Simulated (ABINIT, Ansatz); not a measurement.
# TiO2 and the functional, program beside program

```xyz
6
Lattice="4.5998 0.0000 0.0000 0.0000 4.5998 0.0000 0.0000 0.0000 2.9592" Properties=species:S:1:pos:R:3 pbc="T T T"
Ti    0.0000    0.0000    1.4796
Ti    2.2999    2.2999    0.0000
O     1.3998    1.3998    1.4796
O     0.9001    3.6997    0.0000
O     3.6997    0.9001    0.0000
O     3.2000    3.2000    1.4796
```

The cell is a database's computed one, not the measured one.

Kept alike: task band structure; k mesh 6 × 6 × 9; occupations fermi-dirac, width 0.05 eV; no spin polarisation. The mesh is that of the run's cell of 6 atoms. No spin-orbit coupling.

- A: ABINIT; JTH PAW LDA v2.0 (LDA); JTH PAW PBE v2.0 (PBE, PBEsol), cutoff 626 eV
- B: Ansatz, all-electron LAPW, scalar-relativistic

```csv
functional,A: pressure (GPa),B: pressure (GPa)
LDA,-8.76,-8.80
PBE,4.46,4.24
PBEsol,-2.22,-2.81
```

Pressure is positive in compression; plane-wave values hold the error of the finite cutoff. Values on potentials made for another functional: A at PBEsol.

Question: How large is the effect of the functional, and do the programs agree on it?

Answer: From LDA to PBE the pressure moves by +13.22 in A, +13.04 in B (GPa). Row by row the programs differ by 0.04 to 0.59, and over this span the shifts, as printed, agree within about 1 %. Shifts from LDA: PBE +13.22, +13.04; PBEsol +6.54, +5.99; the programs' shifts differ by up to 0.55.
